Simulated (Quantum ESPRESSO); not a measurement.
Crystal: MgO.

```
Mg O
1.0
     0.00000    2.09700    2.09700
     2.09700    0.00000    2.09700
     2.09700    2.09700    0.00000
Mg O
1 1
Direct
  0.00000 0.00000 0.00000
  0.50000 0.50000 0.50000
```

The cell is a database's computed one.

```yaml
Program: Quantum ESPRESSO 7.5
Task: phonon dispersion
Functional: LDA
Potentials_or_basis: GBRV 1.5 LDA
Cutoff: 612 eV
Density_cutoff: 4898 eV
k_mesh: 4 × 4 × 4, shifted
Occupations: fermi-dirac, width 0.05 eV
Spin: no spin polarisation
Form_of_the_LDA_correlation: PZ81
Mixing_beta: 0.5
Most_SCF_iterations: 120
SCF_threshold: 4e-10 Ry
q_mesh: 4 × 4 × 4
```

The cell and the atoms were relaxed first, to 9.01 Å³/atom (a = 2.943 Å, b = 2.943 Å, c = 2.943 Å, α = 60.00°, β = 60.00°, γ = 60.00°), and the response was taken there.

The first run showed a gap, so the response started from a second, tighter run with fixed occupations.

**Question.** Is this structure dynamically stable at this level, and how far does the spectrum reach?

**Answer.** Yes, as far as this q mesh shows: no mode on the path is imaginary. The highest frequency is 716 cm⁻¹.

Phonon frequencies at the corners of the path (cm⁻¹, interpolated; i marks imaginary ones):
| point | frequencies |
| --- | --- |
| Γ | 0 0 0 409 409 716 |
| X | 292 292 432 458 458 553 |
| W | 353 381 381 449 507 507 |
| K | 300 391 407 426 498 529 |
| L | 285 285 371 371 551 575 |
| U | 300 391 407 426 498 529 |

Harmonic thermodynamics per atom at this volume (zero-point energy 75.1 meV, Debye temperature from the second moment 780 K):
| T (K) | free energy (meV) | entropy (k_B) | heat capacity Cv (k_B) |
| --- | --- | --- | --- |
| 50 | 75.1 | 0.01 | 0.05 |
| 100 | 74.8 | 0.15 | 0.46 |
| 200 | 70.8 | 0.83 | 1.58 |
| 298.15 | 60.5 | 1.59 | 2.19 |
| 500 | 21.2 | 2.86 | 2.67 |
| 800 | -70.9 | 4.17 | 2.86 |

Phonon states per cell in windows of 50 cm⁻¹ (negative: imaginary):
| from (cm⁻¹) | total | Mg | O |
| --- | --- | --- | --- |
| 0 | 0.00 | 0.00 | 0.00 |
| 50 | 0.01 | 0.00 | 0.00 |
| 100 | 0.05 | 0.03 | 0.02 |
| 150 | 0.12 | 0.08 | 0.04 |
| 200 | 0.27 | 0.20 | 0.07 |
| 250 | 0.80 | 0.69 | 0.11 |
| 300 | 0.72 | 0.64 | 0.08 |
| 350 | 0.64 | 0.28 | 0.35 |
| 400 | 1.66 | 0.69 | 0.97 |
| 450 | 0.70 | 0.18 | 0.52 |
| 500 | 0.26 | 0.03 | 0.23 |
| 550 | 0.43 | 0.06 | 0.37 |
| 600 | 0.21 | 0.07 | 0.15 |
| 650 | 0.11 | 0.04 | 0.07 |
| 700 | 0.01 | 0.00 | 0.00 |

Caveat: the k mesh is coarse (spacing up to 0.65 Å⁻¹), so the values aren't converged.
